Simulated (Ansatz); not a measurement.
# Relaxing Mn

The calculation used DFT PBEsol, scalar-relativistic, plane waves, PAW (Ansatz 0.2.0). Run with 420 eV cutoff, 20×20×20 k-mesh, Gaussian smearing of 0.10 eV, collinear spin.

What was changed in Ti: Ti → Mn on all its sites, cell and atoms relaxed.

The starting moments were lost, and the run ended without a moment.

Command:

```bash
ansatz run input.yaml --threads 1 --pin off --max-ram 2560MiB --backend cpu --events-out ev --progress --plain --runs-dir out
```

Input:

```yaml
crystal:
  lattice:
    - [0.0, 1.7308212548, 1.7308212548]
    - [1.7308212548, 0.0, 1.7308212548]
    - [1.7308212548, 1.7308212548, 0.0]
  atoms:
    - { symbol: Mn, position: [0.0, 0.0, 0.0], spin: 0.1 }
basis:
  ecutwfc: 420
kpoints:
  mp_grid: { grid: [20, 20, 20] }
hamiltonian:
  xc: pbesol
scf:
  occupations: { method: gaussian, width: 0.1 }
output:
  forces: true
  stress: true
  eigenvalues: true
  populations: true
magnetization:
  spin_polarized: true
relax:
  adjacent_minimum: "off"
  f_tol: 0.01
  max_steps: 60
  cell: { stress_tol: 0.1 }
```

F is the free energy. Steps run on the plane waves of an earlier cell, but the last one, and at times one on the way, on a freshly chosen basis, so a repeated geometry can differ a little in energy.

Steps:

```csv
step,F − F(1) (eV),largest force component (eV/Å),V (Å³/atom),P (GPa)
1,0.0000,0.000,10.370,-0.41
2,0.0000,0.000,10.361,-0.15
3,0.0000,0.000,10.356,0.00
4,0.0000,0.000,10.356,0.00
```

Relaxed structure:

```xyz
1
Lattice="0.0000 1.7301 1.7301 1.7301 0.0000 1.7301 1.7301 1.7301 0.0000" Properties=species:S:1:pos:R:3 pbc="T T T"
Mn    0.0000    0.0000    0.0000
```

It takes space group Fm-3m (No. 225, cubic). Conventional cell: a = 3.460 Å, b = 3.460 Å, c = 3.460 Å, α = 90.00°, β = 90.00°, γ = 90.00°. Mn (site symmetry m-3m) is surrounded by 12 Mn at 2.45 Å.

The run converged. The run took 11 s on 1 thread of AMD EPYC 9R45 96-Core Processor (Zen 5) (shared host), peak memory 0.39 GiB.